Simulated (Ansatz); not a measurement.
# Quasiparticle gap of SiB5P5C (zincblende [110] superlattice), part 3 of 3

How far does one-shot GW move the PBEsol gap of SiB5P5C (zincblende [110] superlattice)?

Ansatz 0.2.0; PBEsol, then G0W0 on it, plane waves, PAW. Known limits of the many-body steps: finite bands, screening cutoff and k mesh; no spin-orbit coupling in G0W0.

So far. Step 3 (Bands along the symmetry lines): Over mesh and path the gap is 0.944 eV, from k = Γ to k = (-0.500, 0.000, 0.500). The least direct gap found is 1.123 eV, at k = Γ. The program's warnings for this run: structure snapped to symmetry.

## 4. One-shot GW

G0W0 replaces the xc potential by a self-energy built once from the orbitals of the start. Levels are corrected in the window of bands that the input names, at points of the mesh.

This step: G0W0 on PBEsol, plane waves, PAW; PAW set soft_1.

Contents of input.yaml:

```yaml
crystal:
  lattice:
    - [3.1829956734, 0.0, 0.0]
    - [0.0, 4.5217385186, -1.02242e-05]
    - [0.0, -2.22828e-05, 9.5621316192]
  atoms:
    - { symbol: B, position: [0.0, -0.0155789712, 0.0676778026] }
    - { symbol: P, position: [0.5, 0.2368995253, 0.0886098141] }
    - { symbol: B, position: [0.5, 0.4890321854, 0.2521280509] }
    - { symbol: P, position: [0.0, 0.7405999875, 0.2459389857] }
    - { symbol: B, position: [0.0, -0.0092436591, 0.4166663968] }
    - { symbol: P, position: [0.5, 0.2410956395, 0.4166664879] }
    - { symbol: B, position: [0.5, 0.4890334896, 0.5812052292] }
    - { symbol: P, position: [0.0, 0.7406020135, 0.5873934486] }
    - { symbol: B, position: [0.0, -0.0155776985, 0.7656556285] }
    - { symbol: P, position: [0.5, 0.2369020601, 0.7447235272] }
    - { symbol: Si, position: [0.5, 0.5693225842, 0.9166674528] }
    - { symbol: C, position: [0.0, 0.7969128437, 0.9166671756] }
kpoints:
  mp_grid: { grid: [4, 4, 2] }
hamiltonian:
  xc: pbesol
  pseudopotentials: { kind: paw, azcp: { folder: soft_1 }, xc_functional: pbe }
scf:
  occupations: { method: fixed }
gw:
  n_empty_bands: 360
  ecut_chi: 110.0
  qp_bands: [v4, c4]
  qp_kpoints: band_edges
  screening: { model: contour_deformation }
```

Run with:

```sh
$ ansatz run input.yaml --threads 4 --pin off --max-ram 17510MiB --backend cpu --events-out ev --progress --plain --runs-dir out
```

Numbers of over 12 decimals in the logs are rounded to 6 here.

What it wrote:

```text
[...]
Crystal: 12 atoms, lattice volume = 137.625 Å³
Basis set: ecut = 420 eV, 2711 PW (Γ)
Bands: 36, of which v1, the nominal top of the filled ones, is band 24 counted from 1 (23 counted from 0)
Symmetry: 4 space group operations
[...]
k-points: 18 of 32 (time reversal used)
[...]
SCF iter   1: F=—  HF=-5339.892591 eV  |F-HF|=—  |Δ(HF+E_count)|=         —  Δρ=9.10e-2  dr2=1.35e1  ethr=3.10e-3  ⟨swp⟩=5.8  Hψ=2818  notcnv=0  defer=164
[...]
SCF iter   8: F=-5335.471575 eV  HF=-5335.471575 eV  |F-HF|=7.11e-9  |Δ(HF+E_count)|=   2.10e-7  Δρ=5.47e-6  dr2=4.86e-8  ethr=2.08e-10  ⟨swp⟩=15.1  Hψ=4010  notcnv=0
SCF 1 converged in 8 iterations: F = -5335.471575 eV  dr2 = 4.86e-8
[...]
G₀W₀ screening: q 1/18
[... further progress lines ...]
SCF converged after 8 iterations
Free energy (F): -5335.471575 eV
[...]
Internal energy: -5335.471575 eV  (E = F + TS)
E sigma→0 (E₀):  -5335.471575 eV
Fermi energy:    9.502528 eV
[...]
--- Band table (eV; the first three rows and the last of 18) ---
  k-point 0: bands = [... 20 lower, 8.6781, 9.3373, 9.4808, 9.5025, 10.6199, 10.8224, 11.9102, 12.0711, ... 8 higher]
  k-point 1: bands = [... 20 lower, 8.3014, 8.4473, 9.2783, 9.3105, 10.9921, 11.1317, 12.8411, 12.8721, ... 8 higher]
  k-point 2: bands = [... 20 lower, 8.2815, 8.3117, 8.4377, 8.5238, 10.6109, 11.7081, 12.2302, 12.3380, ... 8 higher]
  k-point 17: bands = [... 20 lower, 6.9289, 6.9592, 7.1752, 7.3299, 12.8450, 13.2510, 13.4387, 13.6436, ... 8 higher]
--- G₀W₀: contour deformation, 7 samples at zero and on the imaginary axis and 1 off it, 32 q-points, 360 empty bands' worth ---
  eigenvalues of the whole cell's RPA ε∞ on this k-mesh (on a slab, of 1 + 4πα/V) = 9.3361, 9.8038, 11.1498; static W/v taken at q = 0 is 0.096965
  gw.qp_kpoints: band_edges: 10 of 18 stored k-points solved, in 1 pass; an edge of the gap read off the rows below is read off those points alone
    valence top: of the k-points left out ik 8 came nearest to being solved in a further pass, in band 24 (counted from 1, as in the quasiparticle table): it holds the edge there only if its correction is more favourable than any solved in that band by at least 1.115 eV; those differ by 0.166 eV
    conduction bottom: of the k-points left out ik 14 came nearest to being solved in a further pass, in band 25 (counted from 1, as in the quasiparticle table): it holds the edge there only if its correction is more favourable than any solved in that band by at least 0.778 eV; those differ by 0.075 eV
    ik  band        ε_KS         Σx   Σc(E_QP)       V_xc       Z   E_QP_lin       E_QP  E_QP is
     0    21      8.6781   -16.8124     1.6580   -14.7354  0.7831     8.2576     8.2591  root
     0    22      9.3373   -16.6415     1.2939   -14.9780  0.7885     8.9669     8.9678  root
     0    23      9.4808   -16.6433     1.2411   -15.0560  0.7886     9.1339     9.1346  root
     0    24      9.5025   -16.8461     1.4033   -15.0682  0.7875     9.1270     9.1279  root
     0    25     10.6199    -7.1834    -4.2204   -11.7507  0.8044    10.9678    10.9669  root
     0    26     10.8224    -7.2866    -4.2810   -11.8978  0.8001    11.1534    11.1525  root
     0    27     11.9102    -7.2180    -4.5542   -12.1698  0.7962    12.3092    12.3078  root
     0    28     12.0711    -7.2264    -4.5944   -12.2361  0.7974    12.4879    12.4863  root
     1    21      8.3014   -16.4813     1.4730   -14.6314  0.7833     7.9234     7.9245  root
     1    22      8.4473   -16.2166     1.3885   -14.4219  0.7854     8.0399     8.0411  root
     1    23      9.2783   -17.1980     1.5490   -15.2666  0.7854     8.8949     8.8959  root
     1    24      9.3105   -16.6536     1.4224   -14.8480  0.7869     8.9263     8.9273  root
     1    25     10.9921    -7.2263    -4.3899   -11.9789  0.8008    11.3558    11.3548  root
     1    26     11.1317    -7.1446    -4.3973   -11.9002  0.8002    11.4909    11.4898  root
     1    27     12.8411    -7.6611    -4.6590   -12.7608  0.7887    13.2837    13.2819  root
     1    28     12.8721    -7.1585    -4.7768   -12.3539  0.7883    13.2925    13.2907  root
     2    21      8.2815   -17.3011     1.6954   -15.1813  0.7807     7.8557     7.8571  root
     2    22      8.3117   -16.8699     1.7860   -14.6471  0.7810     7.8733     7.8748  root
     2    23      8.4377   -16.4474     1.4738   -14.5525  0.7852     8.0153     8.0166  root
     2    24      8.5238   -16.9640     1.7126   -14.8380  0.7828     8.1089     8.1104  root
     2    25     10.6109    -7.6488    -4.1595   -12.1564  0.8007    10.9599    10.9590  root
     2    26     11.7081    -6.9961    -4.5176   -11.8979  0.7974    12.0936    12.0923  root
     2    27     12.2302    -7.5097    -4.5148   -12.4586  0.7950    12.6659    12.6642  root
     2    28     12.3380    -7.1744    -4.6687   -12.2642  0.7940    12.7607    12.7590  root
     3    21      8.3649   -16.5914     1.6801   -14.4970  0.7826     7.9492     7.9506  root
     3    22      8.5668   -17.0523     1.7242   -14.9100  0.7822     8.1474     8.1487  root
     3    23      8.6441   -16.6219     1.4541   -14.7762  0.7855     8.2515     8.2526  root
     3    24      8.7713   -16.7909     1.4808   -14.9365  0.7848     8.3968     8.3978  root
     3    25     11.3326    -7.3696    -4.4481   -12.2037  0.7979    11.7199    11.7186  root
     3    26     11.4711    -7.3203    -4.4414   -12.1434  0.7977    11.8541    11.8528  root
     3    27     12.7900    -7.9830    -4.7010   -13.1498  0.7863    13.2580    13.2558  root
     3    28     12.9695    -7.8737    -4.6880   -13.0327  0.7867    13.4426    13.4405  root
     4    21      7.5082   -17.0197     1.9543   -14.6292  0.7769     7.0702     7.0720  root
     4    22      7.5460   -16.9349     2.0574   -14.3994  0.7757     7.0659     7.0679  root
     4    23      7.7408   -16.7235     1.7177   -14.5183  0.7801     7.2514     7.2534  root
     4    24      7.9618   -17.3099     2.0048   -14.8424  0.7783     7.4971     7.4990  root
     4    25     11.0343    -7.8572    -4.1992   -12.4383  0.7971    11.4173    11.4162  root
     4    26     11.4662    -7.9258    -4.3329   -12.6587  0.7960    11.8676    11.8663  root
     4    27     12.7268    -8.4915    -4.6947   -13.6659  0.7869    13.2088    13.2065  root
     4    28     13.2846    -7.7955    -4.8850   -13.1632  0.7854    13.7697    13.7672  root
[...]
13    25     10.4412    -7.4824    -4.1084   -11.9319  0.8059    10.7832    10.7824  root
    13    26     10.5444    -7.6487    -4.1052   -12.0834  0.8017    10.8747    10.8739  root
    13    27     10.6938    -7.1021    -4.1272   -11.5646  0.8061    11.0300    11.0292  root
    13    28     10.8217    -7.2336    -4.1759   -11.7224  0.8014    11.1352    11.1345  root
    16    21      7.2618   -17.1619     2.1281   -14.5926  0.7758     6.8188     6.8206  root
    16    22      7.5904   -17.2428     1.9409   -14.8434  0.7790     7.1300     7.1319  root
    16    23      7.8997   -17.0612     1.8954   -14.7341  0.7792     7.4664     7.4680  root
    16    24      8.0633   -17.0109     1.7891   -14.7486  0.7813     7.5881     7.5900  root
    16    25     12.4733    -8.6136    -4.5691   -13.5976  0.7873    12.8899    12.8883  root
    16    26     13.3169    -8.6649    -4.7575   -13.8987  0.7875    13.7955    13.7931  root
    16    27     13.4476    -7.1489    -4.8720   -12.4592  0.7848    13.8882    13.8859  root
    16    28     13.7382    -7.0077    -4.9209   -12.4248  0.7852    14.2371    14.2343  root
```

The job ended after 5.3 min (4 threads of Arm Neoverse V1, shared host; peak memory 2.3 GiB; 20 min of CPU time).

This step gave:

```yaml
bands_summed: 384
rpa_eps_infinity_on_this_mesh_eigenvalues: 9.336, 9.804, 11.15
plane_waves_in_the_screening_matrix: 367
q_points_in_the_mesh: 32
g0w0_gap_over_the_corrected_points: 1.648 eV
k_of_the_valence_top: 0, 0, 0
k_of_the_conduction_bottom: -0.5, 0, -0.5
starting_gap_on_the_mesh: 0.9387 eV
z_at_the_valence_top: 0.7886
z_at_the_conduction_bottom: 0.8059
least_direct_g0w0_gap_over_the_corrected_points: 1.832 eV
```

Over 10 of 18 irreducible mesh points the G0W0 gap is 1.648 eV, from k = Γ to k = (-0.500, 0.000, -0.500). The PBEsol gap of this run on the mesh is 0.939 eV. Other states bound it: the two that bound the G0W0 gap lie 0.960 eV apart in PBEsol, so state for state the correction is 1.648 − 0.960 = +0.688 eV, while gap against gap it is 1.648 − 0.939 = +0.709 eV. The start of this run differs from the step before in mesh (8×6×4 and 4×4×2). The program's warnings for this run: structure snapped to symmetry.

Labels follow the order of the start: v1 is the top filled band, c1 the lowest empty one; levels that stay degenerate share a row, the window can cut a multiplet, doubted levels are not marked in this list, bands outside the window were not corrected, and the list may be a part of the corrected levels. Levels before and after the correction, in eV, zero at the valence-band top of each column:

|  | conduction bottom | valence top |
| --- | --- | --- |
| Kohn-Sham | 0.94 | 0.00 |
| G0W0 | 1.65 | 0.00 |

|  | level | occupation | energy (eV) |
| --- | --- | --- | --- |
| Kohn-Sham | Γ v3 | 2 | -0.165 |
| Kohn-Sham | Γ v2 | 2 | -0.022 |
| Kohn-Sham | Γ v1 | 2 | 0.000 |
| Kohn-Sham | Γ c1 | 0 | 1.117 |
| Kohn-Sham | Γ c2 | 0 | 1.320 |
| Kohn-Sham | Γ c3 | 0 | 2.408 |
| Kohn-Sham | (-0.5 0 -0.5) v3 | 2 | -3.305 |
| Kohn-Sham | (-0.5 0 -0.5) v2 | 2 | -3.160 |
| Kohn-Sham | (-0.5 0 -0.5) v1 | 2 | -3.037 |
| Kohn-Sham | (-0.5 0 -0.5) c1 | 0 | 0.939 |
| Kohn-Sham | (-0.5 0 -0.5) c2 | 0 | 1.042 |
| Kohn-Sham | (-0.5 0 -0.5) c3 | 0 | 1.191 |
| G0W0 | Γ v3 | 2 | -0.167 |
| G0W0 | Γ v2 | 2 | 0.000 |
| G0W0 | Γ v1 | 2 | -0.007 |
| G0W0 | Γ c1 | 0 | 1.832 |
| G0W0 | Γ c2 | 0 | 2.018 |
| G0W0 | Γ c3 | 0 | 3.173 |
| G0W0 | (-0.5 0 -0.5) v3 | 2 | -3.449 |
| G0W0 | (-0.5 0 -0.5) v2 | 2 | -3.278 |
| G0W0 | (-0.5 0 -0.5) v1 | 2 | -3.208 |
| G0W0 | (-0.5 0 -0.5) c1 | 0 | 1.648 |
| G0W0 | (-0.5 0 -0.5) c2 | 0 | 1.739 |
| G0W0 | (-0.5 0 -0.5) c3 | 0 | 1.895 |

The parts of the quasiparticle energy for the two states that bound the G0W0 gap, in eV on the run's own scale (QP = start + Σx + Σc − Vxc, with Σc at the quasiparticle energy):

| edge | k | band | start | Σx | Σc | Vxc | Z | QP |
| --- | --- | --- | --- | --- | --- | --- | --- | --- |
| valence top | Γ | 23 | 9.481 | −16.643 | 1.241 | −15.056 | 0.789 | 9.135 |
| conduction bottom | (-0.500, 0.000, -0.500) | 25 | 10.441 | −7.482 | −4.108 | −11.932 | 0.806 | 10.782 |

## 5. The runs together

Each gap is the least one over the points named; times are wall times on shared hosts, not benchmarks. A G0W0 time includes the run's own self-consistent start. Rows marked * are further runs, not shown as steps, whose inputs differ from the G0W0 step on the same start in the columns given; solver thresholds can differ too. Symmetry makes (-0.500, 0.000, 0.500) and (-0.500, 0.000, -0.500) one point.

| level | mesh | files, cutoff | bands summed, screening | points | gap (eV) | valence top | conduction bottom | least direct gap (eV) | time |
| --- | --- | --- | --- | --- | --- | --- | --- | --- | --- |
| PBEsol | 8×6×4 | soft_1 PAW, 420 eV | - | mesh and path | 0.944 | Γ | (-0.500, 0.000, 0.500) | 1.123 | 17 s |
| G0W0@PBEsol* | 4×4×2 | soft_1 PAW, 420 eV | 115, 44 eV | 10 of 18 irreducible mesh points | 1.369 | Γ | (-0.500, 0.000, -0.500) | 1.547 | 40 s |
| G0W0@PBEsol | 4×4×2 | soft_1 PAW, 420 eV | 384, 110 eV | 10 of 18 irreducible mesh points | 1.648 | Γ | (-0.500, 0.000, -0.500) | 1.832 | 5.3 min |

## 6. What came out

```yaml
pbesol_gap_over_mesh_and_path: 0.944 eV, from k = Γ to k = (-0.500, 0.000, 0.500)
g0w0_pbesol_gap_over_10_of_18_irreducible_mesh_points: 1.648 eV, from k = Γ to k = (-0.500, 0.000, -0.500)
gw_settings: 4×4×2 mesh, 360 empty bands, screening to 110 eV, PAW set soft_1 files
known_limits: finite bands, screening cutoff and k mesh; no spin-orbit coupling in G0W0
```

Over 10 of 18 irreducible mesh points the G0W0 gap is 1.648 eV, from k = Γ to k = (-0.500, 0.000, -0.500). The PBEsol gap of this run on the mesh is 0.939 eV. Other states bound it: the two that bound the G0W0 gap lie 0.960 eV apart in PBEsol, so state for state the correction is 1.648 − 0.960 = +0.688 eV, while gap against gap it is 1.648 − 0.939 = +0.709 eV. The valence state moves by 9.135 − 9.481 = −0.346 eV and the conduction state by 10.782 − 10.441 = +0.341 eV, on the run's own scale; with 115 bands the edge states move by +0.396 and +0.804 eV, so the split between the edges depends on the bands and cutoff. Both edges that PBEsol shows over mesh and path lie at k points where levels were corrected. Levels at other points were not corrected, so a lower G0W0 gap elsewhere in the zone is not ruled out. From 115 bands and 44 eV to 384 bands and 110 eV the gap moves by 1.648 − 1.369 = +0.279 eV; bands and screening cutoff rise together, so their parts are not told apart. Two runs can't test a law of convergence, so the limit is not known. For the G0W0 step: the program's warnings for this run: structure snapped to symmetry. For the further run with 115 bands on the 4×4×2 mesh, the program warns: structure snapped to symmetry. The G0W0 runs are scalar-relativistic. No pair of G0W0 runs that differ in the mesh alone is shown (4×4×2 is a supercell whose nearest images lie 13 Å apart), so the error from the mesh is not known here. G0W0 is shown with one set of atomic data (soft_1 PAW), so the error from the files is not known here.

[Paths, hosts, dates, memory and timing lines, banners, echoed tables and standing remarks are left out of the program output.]

[Logs are printed without paths, hosts, clocks, repeated set-up lines and the standing remarks that a program may print on its own settings, such as how far it seeks lower states.]

[Runs of the session that timed out or met a known fault of the program may be left out.]

[Cells called generated may have been cut or substituted from an entry of the Crystallography Open Database or the Materials Project.]

[Hosts, paths, dates, database ids (printed as entryN), source tags and the programs' standing remarks are cut or masked in the printed files.]

[Where an RPA ε∞ is given, it is that of the G0W0 mesh and is not shown converged in it. Names of k-points follow the symmetry that the program found, which can be lower than the space group named. Band edges on a path are those of the sampled points; other points can move an edge, and change direct to indirect where valleys lie close.]

[Hybrid gaps are those of their k-mesh and are not shown converged in it.]
